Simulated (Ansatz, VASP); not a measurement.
Zn: VASP beside Ansatz

```
Zn
1.0
     0.00000    1.95159    1.95159
     1.95159    0.00000    1.95159
     1.95159    1.95159    0.00000
Zn
1
Direct
  0.00000 0.00000 0.00000
```

Change from the starting cell: volume scaled by 0.98.

Alike in both runs: task single point; functional PBE; k mesh 12 × 12 × 12; occupations fermi-dirac, width 0.05 eV; no spin polarisation.

|  | VASP | Ansatz |
| --- | --- | --- |
| version | VASP 6.6.1 | Ansatz 0.2.0 |
| potentials or method | VASP PAW PBE potentials, release 64 (Zn), cutoff 520 eV | all-electron LAPW, scalar-relativistic |

|  | VASP | Ansatz | Ansatz less VASP |
| --- | --- | --- | --- |
| gap on the k mesh at the Fermi level (eV) | none | none | - |
| pressure (GPa) | 1.6 | 1.3 | -0.30 |

A gap of «none» marks a metal or a gap that the smearing closes. Ansatz ran all-electron here, so the differences hold the error of VASP's frozen core and of both bases.
